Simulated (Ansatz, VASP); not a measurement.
**GaSb in VASP and in Ansatz**

Contents of INCAR:

```
SYSTEM = GaSb
  ALGO = Normal
  EDIFF = 1E-6
  EDIFFG = -0.002
  ENCUT = 600
  GGA = PS
  IBRION = 2
  ISIF = 3
  ISMEAR = -1
  LASPH = .TRUE.
  LCHARG = .FALSE.
  LREAL = .FALSE.
  LWAVE = .FALSE.
  NELM = 100
  NSW = 100
  PREC = Accurate
  SIGMA = 0.1
```

File KPOINTS:

```
k-points
0
G
  10 10 10
  0 0 0
```

The input POSCAR:

```
GaSb
1.0
    0.0000000000      3.0590000000      3.0590000000
    3.0590000000      0.0000000000      3.0590000000
    3.0590000000      3.0590000000      0.0000000000
Ga Sb
1 1
Direct
    0.0000000000      0.0000000000      0.0000000000
    0.7500000000      0.7500000000      0.7500000000
```

Input for Ansatz:

```yaml
crystal:
  lattice:
    - [0.0, 3.059, 3.059]
    - [3.059, 0.0, 3.059]
    - [3.059, 3.059, 0.0]
  atoms:
    - { symbol: Ga, position: [0.0, 0.0, 0.0] }
    - { symbol: Sb, position: [0.75, 0.75, 0.75] }
kpoints:
  mp_grid: { grid: [10, 10, 10] }
scf:
  occupations: { method: fermi_dirac, width: 0.1 }
hamiltonian:
  xc: pbesol
  pseudopotentials: { kind: paw }
relax:
  f_tol: 0.002
  max_steps: 80
  cell: {}
output:
  forces: true
  stress: true
  write_density: true
  write_potential: true
  elf: true
  volumetric_format: npy
```

Alike in both runs: task relaxation of cell and atoms; functional PBEsol; k mesh 10 × 10 × 10; occupations fermi-dirac, width 0.1 eV; no spin polarisation.

|  | VASP | Ansatz |
| --- | --- | --- |
| version | VASP 6.6.1 | Ansatz 0.2.0 |
| potentials or method | VASP PAW PBE potentials, release 64 (Ga_d, Sb) | PAW with Ansatz's default frozen-core files, scalar-relativistic |
| plane-wave cutoff (eV) | 600 | 420 |
| valence electrons in the cell | 18 | 28 |

```tsv
	VASP	Ansatz	Ansatz less VASP
relaxed volume (Å³/atom)	28.58	28.51	-0.066
relaxed cell length with the largest relative difference (Å)	4.324	4.320	-0.0033
```

The two sets of potentials don't hold the same shells in valence.

Caveats: the PAW data sets were made with another functional, which shifts forces and pressure a little (VASP). The runs have no spin-orbit coupling, so splittings on Sb are missing.
